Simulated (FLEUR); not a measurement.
# SnTe (Fm-3m) in FLEUR: a series of runs

The runs below take SnTe through equation of state, with LDA.

Program: FLEUR MaX-R8.1 (later development tree). These are calculated values, not measurements. Logs are shortened: lines on timing, memory, paths and dates and some standing lists are left out, and cuts for length are marked.

### Step 1. Starting point

The structure is cubic, space group Fm-3m (No. 225). Conventional cell: a = 6.302 Å, b = 6.302 Å, c = 6.302 Å, α = 90.00°, β = 90.00°, γ = 90.00°. Te (site symmetry m-3m) has 6 Sn at 3.15 Å as nearest neighbours. Sn (site symmetry m-3m) has 6 Te at 3.15 Å as nearest neighbours.

### Step 2. Equation of state, LDA, 29.40 Å³/atom (volume scaled by 0.94)

inp.xml reads:

```xml
<?xml version="1.0" encoding="UTF-8" standalone="no"?>
<fleurInput fleurInputVersion="0.39">
   <comment>
      SnTe                                                                                                
   </comment>
   <calculationSetup>
      <cutoffs Kmax="4.1" Gmax="12.7" GmaxXC="12.7" numbands="0"/>
      <scfLoop itmax="60" minDistance="0.00001" maxIterBroyd="15" imix="Anderson" alpha="0.05" precondParam="0.0" spinf="2.0" sdNocoIR="T"/>
      <coreElectrons ctail="T" frcor="F" kcrel="0" coretail_lmax="0"/>
      <xcFunctional name="vwn" relativisticCorrections="F"/>
      <magnetism jspins="1"/>
      <soc l_soc="F" theta="0.0" phi="0.0" spav="F"/>
      <expertModes spex="0" secvar="F"/>
      <geometryOptimization l_f="F" forcealpha="1.0" forcemix="BFGS" epsdisp="0.00001" epsforce="0.00001"/>
      <ldaU l_linMix="F" mixParam="0.05" spinf="1.0"/>
   </calculationSetup>
   <cell>
      <bzIntegration valenceElectrons="44.0" mode="hist" fermiSmearingEnergy="0.00183747">
         <kPointListSelection listName="default-1"/>
         <!-- k-points included here -->
         <xi:include xmlns:xi="http://www.w3.org/2001/XInclude" href="kpts.xml"> </xi:include>
      </bzIntegration>
      <!-- symmetry operations included here -->
      <xi:include xmlns:xi="http://www.w3.org/2001/XInclude" href="sym.xml"> </xi:include>
      <bulkLattice scale="0.9795861087">
         <bravaisMatrix>
            <row-1>    0.0000000000000000     5.9542435596959100     5.9542435596959100</row-1>
            <row-2>    5.9542435596959100     0.0000000000000000     5.9542435596959100</row-2>
            <row-3>    5.9542435596959100     5.9542435596959100     0.0000000000000000</row-3>
         </bravaisMatrix>
      </bulkLattice>
   </cell>
   <atomSpecies>
      <species name="Tellurium (Te)" element="Te" atomicNumber="52">
         <mtSphere radius="2.66" gridPoints="879" logIncrement="0.015"/>
         <atomicCutoffs lmax="10" lnonsphr="10"/>
         <electronConfig flipSpins="F">
            <coreConfig>(1s1/2) (2s1/2) (2p1/2) (2p3/2) (3s1/2) (3p1/2) (3p3/2) (4s1/2) (3d3/2) (3d5/2)</coreConfig>
            <valenceConfig>(4p1/2) (4p3/2) (5s1/2) (4d3/2) (4d5/2) (5p1/2) (5p3/2)</valenceConfig>
            <stateOccupation state="(5p1/2)" spinUp="0.666667" spinDown="0.666667"/>
            <stateOccupation state="(5p3/2)" spinUp="1.333333" spinDown="1.333333"/>
         </electronConfig>
         <energyParameters s="5" p="5" d="5" f="4"/>
         <lo type="SCLO" l="1" n="4" eDeriv="0"/>
         <lo type="SCLO" l="1" n="4" eDeriv="1"/>
         <lo type="SCLO" l="2" n="4" eDeriv="0"/>
         <lo type="SCLO" l="2" n="4" eDeriv="1"/>
         <lo type="SCLO" l="0" n="5" eDeriv="2"/>
         <lo type="SCLO" l="3" n="4" eDeriv="2"/>
      </species>
      <species name="Tin (Sn)" element="Sn" atomicNumber="50">
         <mtSphere radius="2.66" gridPoints="879" logIncrement="0.015"/>
         <atomicCutoffs lmax="10" lnonsphr="10"/>
         <electronConfig flipSpins="F">
            <coreConfig>(1s1/2) (2s1/2) (2p1/2) (2p3/2) (3s1/2) (3p1/2) (3p3/2) (3d3/2) (3d5/2)</coreConfig>
            <valenceConfig>(4s1/2) (4p1/2) (4p3/2) (5s1/2) (4d3/2) (4d5/2) (5p1/2) (5p3/2)</valenceConfig>
            <stateOccupation state="(5p1/2)" spinUp="0.333333" spinDown="0.333333"/>
            <stateOccupation state="(5p3/2)" spinUp="0.666667" spinDown="0.666667"/>
         </electronConfig>
         <energyParameters s="5" p="5" d="4" f="4"/>
         <lo type="SCLO" l="0" n="4" eDeriv="0"/>
         <lo type="SCLO" l="1" n="4" eDeriv="0"/>
         <lo type="SCLO" l="1" n="4" eDeriv="1"/>
         <lo type="SCLO" l="2" n="4" eDeriv="2"/>
         <lo type="SCLO" l="3" n="4" eDeriv="2"/>
      </species>
   </atomSpecies>
   <atomGroups>
      <atomGroup species="Tellurium (Te)">
         <relPos label="                   1">1.000/2.000 1.000/2.000 1.000/2.000</relPos>
         <force calculate="T" relaxXYZ="TTT"/>
      </atomGroup>
      <atomGroup species="Tin (Sn)">
         <relPos label="                   2">.0000000000 .0000000000 .0000000000</relPos>
         <force calculate="T" relaxXYZ="TTT"/>
      </atomGroup>
   </atomGroups>
   <output dos="F" band="F" slice="F">
      <checks vchk="F" cdinf="F"/>
      <bandDOS minEnergy="-.5*Htr" maxEnergy="0.5*Htr" sigma="0.015" storeEVData="T"/>
      <vacuumDOS vacdos="F" integ="F" star="F" nstars="0" locx1="0.0" locy1="0.0" locx2="0.0" locy2="0.0" nstm="0" tworkf="0.0"/>
      <unfoldingBand unfoldBand="F" supercellX="1" supercellY="1" supercellZ="1"/>
      <plotting iplot="0" polar="F">
         <plot TwoD="T" vec1="  1.0  0.0  0.0" vec2="  0.0  1.0  0.0" vec3="  0.0  0.0  1.0" zero="  0.0  0.0  0.0" file="plot"/>
      </plotting>
      <chargeDensitySlicing numkpt="0" minEigenval="0.0" maxEigenval="0.0" nnne="0" pallst="F"/>
      <specialOutput eonly="F"/>
      <moessbauerParams electricFieldGradient="T" isomerShift="T" coreHyperfine="T" valenceHyperfine="T"/>
      <magneticCircularDichroism mcd="F" energyLo="-10.0" energyUp="0.0"/>
   </output>
  <!-- We include the file relax.xml here to enable relaxations (see documentation) -->
  <xi:include xmlns:xi="http://www.w3.org/2001/XInclude" href="relax.xml"> <xi:fallback/> </xi:include>
</fleurInput>
```

Potentials or basis: all-electron, FLAPW.

Run with:

```
$ inpgen -f crystal.txt -profile fastHighL
$ # inp.xml edited to the form shown
$ fleur_MPI
```

What it wrote:

```text
Welcome to FLEUR        (www.flapw.de)
      MaX-Release 8.1          (www.max-centre.eu)

 ========== k-point set info ==========
 Selected k-point list: default-1
 k-point list type: mesh
 7 x 7 x 7
 Number of k points: 20

 ------------Calculation Setup---------------------------
 Number of MPI-tasks      :            1
 Number of PE/node        :            1
 Number of OMP-threads    :            1
 Most efficient MPI parallelization for:
           1           2           4           5          10          20
 Additional eigenvalue parallelization possible
 Number of basis functions:          555
 Approximate size of matrices (H+S) per k-point:         0.005 GB
 --------------------------------------------------------
 Iteration:     1   Distance:       4.79422105 me/bohr^3
 Iteration:     2   Distance:       4.49079449 me/bohr^3
 Iteration:     3   Distance:       1.73027555 me/bohr^3
 Iteration:     4   Distance:       0.57797384 me/bohr^3
 Iteration:     5   Distance:       0.48531220 me/bohr^3
 Iteration:     6   Distance:       0.04920719 me/bohr^3
 Iteration:     7   Distance:       0.02973530 me/bohr^3
 Iteration:     8   Distance:       0.01162222 me/bohr^3
 Iteration:     9   Distance:       0.00205840 me/bohr^3
 Iteration:    10   Distance:       0.00145845 me/bohr^3
 Iteration:    11   Distance:       0.00013727 me/bohr^3
 Iteration:    12   Distance:       0.00001057 me/bohr^3
 Iteration:    13   Distance:       0.00001060 me/bohr^3
 Iteration:    14   Distance:       0.00000207 me/bohr^3

 ********************************************************************
 Run finished successfully
 Stop message:
   all done
 ********************************************************************
```

out.xml (last iteration):

```text
<iteration numberForCurrentRun="   14" overallNumber="   14">
         <energyParameters units="Htr">
            <atomicEP atomType="1" spin="1" branch="5s" branchLowest="-5.58" branchHighest="0.30" value="-0.1639024705"/>
            <atomicEP atomType="1" spin="1" branch="5p" branchLowest="-3.75" branchHighest="0.93" value="0.1383833883"/>
            <atomicEP atomType="1" spin="1" branch="5d" branchLowest="-1.08" branchHighest="2.03" value="0.3869067968"/>
            <atomicEP atomType="1" spin="1" branch="4f" branchLowest="-9.99" branchHighest="1.54" value="0.5449481887"/>
            <loAtomicEP atomType="1" spin="1" branch="4p" branchLowest="-29.05" branchHighest="-3.75" value="-3.7626156508"/>
            <loAtomicEP atomType="1" spin="1" branch="4p" branchLowest="-29.05" branchHighest="-3.75" value="-3.7626156508"/>
            <loAtomicEP atomType="1" spin="1" branch="4d" branchLowest="-20.13" branchHighest="-1.08" value="-1.0874197562"/>
            <loAtomicEP atomType="1" spin="1" branch="4d" branchLowest="-20.13" branchHighest="-1.08" value="-1.0874197562"/>
            <loAtomicEP atomType="1" spin="1" branch="5s" branchLowest="-5.58" branchHighest="0.30" value="-0.1639024705"/>
            <loAtomicEP atomType="1" spin="1" branch="4f" branchLowest="-9.99" branchHighest="1.54" value="0.5449482278"/>
            <atomicEP atomType="2" spin="1" branch="5s" branchLowest="-4.48" branchHighest="0.64" value="-0.0204650070"/>
            <atomicEP atomType="2" spin="1" branch="5p" branchLowest="-2.86" branchHighest="1.25" value="0.2050323069"/>
            <atomicEP atomType="2" spin="1" branch="4d" branchLowest="-16.97" branchHighest="-0.50" value="-0.5130244336"/>
            <atomicEP atomType="2" spin="1" branch="4f" branchLowest="-9.99" branchHighest="1.78" value="0.5627702280"/>
            <loAtomicEP atomType="2" spin="1" branch="4s" branchLowest="-30.56" branchHighest="-4.48" value="-4.4837715869"/>
            <loAtomicEP atomType="2" spin="1" branch="4p" branchLowest="-25.21" branchHighest="-2.86" value="-2.8720477106"/>
            <loAtomicEP atomType="2" spin="1" branch="4p" branchLowest="-25.21" branchHighest="-2.86" value="-2.8720477106"/>
            <loAtomicEP atomType="2" spin="1" branch="4d" branchLowest="-16.97" branchHighest="-0.50" value="-0.5258228844"/>
            <loAtomicEP atomType="2" spin="1" branch="4f" branchLowest="-9.99" branchHighest="1.78" value="0.5627719526"/>
         </energyParameters>
         <eigenvalues>
            <eigenvaluesAt spin="1" ikpt="1" k_x="0.00000000" k_y="0.00000000" k_z="0.00000000">
                      -4.4837705603       -3.7508924440       -3.7508924440       -3.7508924440       -2.8634512600
                      -2.8634512600       -2.8634512600       -1.0907558693       -1.0907558693       -1.0904872319
                      -1.0904872319       -1.0904872319       -0.5282835419       -0.5282835419       -0.5278241827
                      -0.5278241827       -0.5278241827       -0.2160886841        0.1045384324        0.1893487512
                       0.1893487512        0.1893487512        0.3992477973        0.3992477973        0.3992477973
                       0.4477140030        0.4477140030        0.4477140030        0.5166892564        0.5343189492
                       0.5343189492        0.5777328795        0.9531262570        0.9531262570
            </eigenvaluesAt>
            <eigenvaluesAt spin="1" ikpt="2" k_x="0.00000000" k_y="0.00000000" k_z="0.14285714">
                      -4.4837705567       -3.7508924404       -3.7508924221       -3.7508924221       -2.8634514303
                      -2.8634512589       -2.8634512589       -1.0907531901       -1.0907531901       -1.0904840545
                      -1.0904805918       -1.0904805918       -0.5283343439       -0.5283343439       -0.5278124944
                      -0.5277708170       -0.5277708170       -0.2092336698        0.0663146383        0.1905581851
                       0.1905581851        0.2160181564        0.3666720934        0.3666720934        0.3685562052
                       0.4442535991        0.4638715020        0.4638715020        0.5716212290        0.5812062845
                       0.5812062845        0.6183430630        0.8852244980        0.8852244980
[... 44 lines left out ...]
            <state n="1" l="0" j="0.5" energy="-1063.8960220761" weight="1.0000000000"/>
            <state n="2" l="0" j="0.5" energy="-160.2421598217" weight="1.0000000000"/>
            <state n="2" l="1" j="0.5" energy="-149.7356816144" weight="1.0000000000"/>
            <state n="2" l="1" j="1.5" energy="-141.2716310480" weight="2.0000000000"/>
            <state n="3" l="0" j="0.5" energy="-30.5634003535" weight="1.0000000000"/>
            <state n="3" l="1" j="0.5" energy="-26.2889030387" weight="1.0000000000"/>
            <state n="3" l="1" j="1.5" energy="-24.7435637084" weight="2.0000000000"/>
            <state n="3" l="2" j="1.5" energy="-17.1594196973" weight="2.0000000000"/>
            <state n="3" l="2" j="2.5" energy="-16.8400482546" weight="3.0000000000"/>
         </coreStates>
         <allElectronCharges>
            <spinDependentCharge spin="1" total="102.0000000" interstitial="3.6180281" mtSpheres="98.3819719"/>
            <totalCharge value="101.9999999965"/>
         </allElectronCharges>
         <moessbauerParams unitsHFF="kG" unitsIS="e/bohr^3" unitsEFG="Htr/bohr^2">
            <coreIsomerShift atomType="1" isTotal="231266.94063">
               <shell n="1" l="0" isomerShift="200865.34878"/>
               <shell n="2" l="0" isomerShift="23911.64203"/>
               <shell n="2" l="1" isomerShift="630.31221"/>
               <shell n="3" l="0" isomerShift="4721.51963"/>
               <shell n="3" l="1" isomerShift="135.08844"/>
               <shell n="4" l="0" isomerShift="1003.02951"/>
               <shell n="3" l="2" isomerShift="0.00003"/>
            </coreIsomerShift>
            <coreIsomerShift atomType="2" isTotal="192846.79943">
               <shell n="1" l="0" isomerShift="168669.19965"/>
               <shell n="2" l="0" isomerShift="19765.16068"/>
               <shell n="2" l="1" isomerShift="476.23668"/>
               <shell n="3" l="0" isomerShift="3836.30146"/>
               <shell n="3" l="1" isomerShift="99.90095"/>
               <shell n="3" l="2" isomerShift="0.00002"/>
            </coreIsomerShift>
            <isomerShift atomType="1" nucleusRadius="0.0001189" averageDensity="231389.33662"/>
            <isomerShift atomType="2" nucleusRadius="0.0001161" averageDensity="193712.71236"/>
            <electricFieldGradient atomType="1" VXX="0.00000" VYY="0.00000" VZZ="0.00000" asymParam="0.00000">
            </electricFieldGradient>
            <electricFieldGradient atomType="2" VXX="0.00000" VYY="0.00000" VZZ="0.00000" asymParam="0.00000">
            </electricFieldGradient>
         </moessbauerParams>
         <totalEnergy                                    value="   -12965.0609221695" units="Htr">
            <sumOfEigenvalues                            value="    -7848.6668728913">
               <coreElectrons value="-7784.4736065769"/>
               <valenceElectrons value="-64.1932663145"/>
            </sumOfEigenvalues>
            <densityCoulombPotentialIntegral value="-21087.3108029049"/>
            <densityEffectivePotentialIntegral value="-21525.6363147554"/>
            <chargeDenXCDenIntegral value="-330.5190560273"/>
            <FockExchangeEnergyValence value="0.0000000000"/>
            <FockExchangeEnergyCore value="0.0000000000"/>
            <atomTypeDependentContributions atomType="1">
               <electronNucleiInteractionDifferentMTs value="8237.9119847833"/>
               <MadelungTerm value="-24.1856426877"/>
            </atomTypeDependentContributions>
            <atomTypeDependentContributions atomType="2">
               <electronNucleiInteractionDifferentMTs value="7483.0150343931"/>
               <MadelungTerm value="-22.7432446897"/>
            </atomTypeDependentContributions>
            <tkbTimesEntropy value="0.0000031413"/>
            <freeEnergy value="-12965.0609253108"/>
            <extrapolationTo0K value="-12965.0609237401"/>
         </totalEnergy>
         <densityConvergence units="me/bohr^3">
            <chargeDensity spin="1" distance="0.0000020739"/>
         </densityConvergence>
      </iteration>
```

It took 36 s on 1 thread of Arm Neoverse V1, shared host; peak memory 0.09 GiB.

What came out:

```yaml
Free_energy: -352797.2805 eV
Valence_electrons_inside_the_program's_atomic_spheres: Te 20.18; Sn 20.20 (radii Te 2.66, Sn 2.66 bohr)
```

Caveat: this odd mesh misses L, where the gap lies, so gap, dielectric constants and Born charges aren't listed.

### Step 3. Equation of state, LDA, 30.03 Å³/atom (volume scaled by 0.96)

inp.xml, as its differences from that of step 2:

```diff
@@ -24,3 +24,3 @@
       <xi:include xmlns:xi="http://www.w3.org/2001/XInclude" href="sym.xml"> </xi:include>
-      <bulkLattice scale="0.9795861087">
+      <bulkLattice scale="0.9864848297">
          <bravaisMatrix>
```

Potentials or basis: all-electron, FLAPW.

Run with:

```
$ inpgen -f crystal.txt -profile fastHighL
$ # inp.xml edited to the form shown
$ fleur_MPI
```

It took 38 s on 1 thread of Arm Neoverse V1, shared host; peak memory 0.1 GiB.

It converged, with:

```
Free energy                                           : -352797.2878 eV
Valence electrons inside the program's atomic spheres : Te 20.17; Sn 20.18 (radii Te 2.66, Sn 2.66 bohr)
```

Caveat: this odd mesh misses L, where the gap lies, so gap, dielectric constants and Born charges aren't listed.

### Step 4. Equation of state, LDA, 31.28 Å³/atom

inp.xml, as its differences from that of step 3:

```diff
@@ -24,3 +24,3 @@
       <xi:include xmlns:xi="http://www.w3.org/2001/XInclude" href="sym.xml"> </xi:include>
-      <bulkLattice scale="0.9864848297">
+      <bulkLattice scale="1.0000000000">
          <bravaisMatrix>
```

Run with:

```
$ inpgen -f crystal.txt -profile fastHighL
$ # inp.xml edited to the form shown
$ fleur_MPI
```

Run time: 40 s. Hardware: 1 thread of Arm Neoverse V1, shared host; peak memory 0.1 GiB.

The run converged. Its results:

| Property | Result |
| --- | --- |
| Free energy | -352797.2778 eV |
| Valence electrons inside the program's atomic spheres | Te 20.14; Sn 20.14 (radii Te 2.66, Sn 2.66 bohr) |

Caveat: this odd mesh misses L, where the gap lies, so gap, dielectric constants and Born charges aren't listed.

### Step 5. Equation of state, LDA, 32.53 Å³/atom (volume scaled by 1.04)

inp.xml, as its differences from that of step 4:

```diff
@@ -24,3 +24,3 @@
       <xi:include xmlns:xi="http://www.w3.org/2001/XInclude" href="sym.xml"> </xi:include>
-      <bulkLattice scale="1.0000000000">
+      <bulkLattice scale="1.0131594038">
          <bravaisMatrix>
```

Run with:

```
$ inpgen -f crystal.txt -profile fastHighL
$ # inp.xml edited to the form shown
$ fleur_MPI
```

Wall time 42 s (1 thread of Arm Neoverse V1, shared host); peak memory 0.1 GiB.

It converged, with:

```yaml
Free_energy: -352797.2407 eV
Valence_electrons_inside_the_program's_atomic_spheres: Te 20.12; Sn 20.10 (radii Te 2.66, Sn 2.66 bohr)
```

Caveat: this odd mesh misses L, where the gap lies, so gap, dielectric constants and Born charges aren't listed.

### Step 6. Equation of state, LDA, 33.16 Å³/atom (volume scaled by 1.06)

inp.xml, as its differences from that of step 5:

```diff
@@ -24,3 +24,3 @@
       <xi:include xmlns:xi="http://www.w3.org/2001/XInclude" href="sym.xml"> </xi:include>
-      <bulkLattice scale="1.0131594038">
+      <bulkLattice scale="1.0196128224">
          <bravaisMatrix>
```

Potentials or basis: all-electron, FLAPW.

Run with:

```
$ inpgen -f crystal.txt -profile fastHighL
$ # inp.xml edited to the form shown
$ fleur_MPI
```

It took 44 s on 1 thread of Arm Neoverse V1, shared host; peak memory 0.1 GiB.

The run converged. Its results:

```yaml
Free_energy: -352797.2138 eV
Valence_electrons_inside_the_program's_atomic_spheres: Te 20.11; Sn 20.09 (radii Te 2.66, Sn 2.66 bohr)
```

Caveat: this odd mesh misses L, where the gap lies, so gap, dielectric constants and Born charges aren't listed.

### Step 7. Equation of state, LDA

Potentials or basis: all-electron, FLAPW.

No new run: the results of the series are fitted here.

What came out:

- Equilibrium volume: 30.24 Å³/atom
- Bulk modulus: 50 GPa
- Pressure derivative of the bulk modulus: 4.4 (rough: it moves with the points fitted)

Energy against volume, from the lowest point:
| volume (Å³/atom) | energy (meV/atom) |
| --- | --- |
| 29.404 | 3.61 |
| 30.030 | 0.00 |
| 31.281 | 4.99 |
| 32.532 | 23.51 |
| 33.158 | 36.98 |

Caveat: this odd mesh misses L, where the gap lies, so gap, dielectric constants and Born charges aren't listed.
